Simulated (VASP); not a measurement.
Write the native input for VASP 6.6.1 that does the following.

* Task: single point
* Functional: PBE
* Dispersion: D3(BJ)
* Potentials or basis: VASP PAW PBE potentials, release 64 (O, C, H)
* Cutoff: 520 eV
* k mesh: 1 × 1 × 1
* Occupations: fermi-dirac, width 0.02 eV
* Spin: no spin polarisation
* Dipole correction: no
* Further INCAR settings: LREAL = Auto; ALGO = Normal; EDIFF = 1e-06; NBANDS = 98

The structure of H2CO2 lies in POSCAR:

```
H2CO2
1.0
    8.2150030000      0.0000000000      0.0000000000
    0.0000000000      8.2150030000      0.0000000000
    0.0000000000      0.0000000000      8.2150030000
O C H
16 8 16
Direct
    0.8551914102      0.7043211062      0.5207788725
    1.0423246346      0.8266460767      0.6813387652
    0.7977842491      0.2395373441      0.2459402632
    0.6293972139      0.0219598216      0.3215336623
    0.1276323332      0.4149481138      0.7941810855
    0.3252220358      0.3162628182      0.9444914384
    0.5951915051      0.5237125294      0.8149966592
    0.7438950418      0.3487156365      0.6743272035
   -0.0411198876      0.9098961985      0.1175410405
    0.2299086196      0.7938402457      0.1437370139
    0.3028970288      0.9270477442      0.5305536711
    0.4198172539      0.6873278074      0.5882529806
    0.5424343728      0.5568957187      0.2108337635
    0.7891780441      0.6565183239      0.1052586347
    0.0656725262      0.5051245873      0.3564940877
    0.2245403927      0.3135482726      0.3199755374
    0.9055504910      0.8003527205      0.6406084088
    0.6742541664      0.1681922697      0.3322214246
    0.2641995383      0.4389042828      0.8898353415
    0.7199510457      0.4253315550      0.8020447467
    0.1266828509      0.9072790357      0.1219841307
    0.4339986242      0.8268530151      0.5531708266
    0.6584172885      0.6791963436      0.1752890413
    0.2050760055      0.4599389678      0.3140838780
    0.9578207093      0.6723795475      0.4652219847
    0.8116734711      0.8635785039      0.6962505065
    0.8480459472      0.1655142427      0.1606451026
    0.6639194167      0.2397808011      0.4436151758
    0.1557637897      0.3081191815      0.7529638151
    0.2723918664      0.5757879821      0.9199144541
    0.5564088047      0.5693728901      0.6997319417
    0.7910161445      0.4094581584      0.9164938832
   -0.1089226626      0.8004622762      0.1101764662
    0.1718076062      1.0323550704      0.1523067003
    0.2048203756      0.8690197679      0.5848811011
    0.5392816046      0.8994032017      0.5322578701
    0.5847228540      0.4481678217      0.1935117979
    0.6235420730      0.7950818764      0.2105172694
   -0.0074984757      0.4195981426      0.3666705904
    0.2870236322      0.5592694245      0.2623736108
```

The cell was built by a generator and needn't be a form met in nature.

One way to write it, as run:

INCAR

```
PREC = Accurate ; ENCUT = 520
EDIFF = 1E-6 ; ISMEAR = -1
SIGMA = 0.02 ; LREAL = Auto
LASPH = T ; NELM = 80
ALGO = Normal ; ISIF = 2
LWAVE = F ; LCHARG = F
GGA = PE ; IVDW = 12
NBANDS = 98
```

KPOINTS

```
regular mesh
0
Gamma
  1 1 1
```

Potentials or basis: VASP PAW PBE potentials, release 64 (O, C, H).

Command:

```bash
$ cat potpaw_PBE.64/O/POTCAR potpaw_PBE.64/C/POTCAR potpaw_PBE.64/H/POTCAR > POTCAR
$ mpirun -np 1 vasp_gam > vasp.out
```

It gave:

```json
{
 "Pressure": "0.5 GPa",
 "Largest force": "7.275 eV/Å",
 "Band gap on the k mesh": "3.40 eV, direct",
 "Dispersion energy per atom": "-0.041 eV"
}
```

Caveat: the standard files for N, O and F lose accuracy on very short bonds.

Run time: 2.1 min on 1 thread of Intel(R) Xeon(R) Platinum 8259CL CPU @ 2.50GHz (Skylake/Cascade Lake), on a shared host, peak memory 0.51 GiB.
